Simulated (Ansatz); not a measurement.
TiTe:

```
Ti Te
1.0
     0.00000    3.05007    3.05007
     3.05007    0.00000    3.05007
     3.05007    3.05007    0.00000
Ti Te
1 1
Direct
  0.50000 0.50000 0.50000
  0.00000 0.00000 0.00000
```

The cell comes from a database or a generator and needn't be the stable form of this composition.

Base run:

| Quantity | Value |
| --- | --- |
| Program | Ansatz 0.2.0 |
| Functional | r2SCAN |
| Potentials or basis | Ansatz PAW |
| Cutoff | 500 eV (not typed: the program's choice for these potentials) |
| k mesh | 8 × 8 × 8 |
| Occupations | fermi-dirac, width 0.05 eV |
| Spin | no spin polarisation |
| Hubbard terms | Ti d U = 6 eV |

Its results: band gap on the k mesh none (metal or under the smearing width); pressure -6.3 GPa.

Q: After a change of settings the same cell gave: band gap on the k mesh none (metal or under the smearing width); pressure -8.9 GPa. Which change was it?
A. hubbard terms from Ti d U = 6 eV to none; hubbard projectors from ortho-atomic (the default) to none
B. hubbard terms from Ti d U = 6 eV to Ti d U = 5 eV
C. hubbard terms from Ti d U = 6 eV to Ti d U = 3 eV

A: C.

Caveats: spin-orbit coupling is left out, which moves the levels of the heavy elements; U without spin polarisation on a metal has little footing; the PAW data sets come from PBE, with cores solved anew for the run's functional, which leaves a small shift of forces and pressure; the U is typed as a test and isn't derived for this compound.
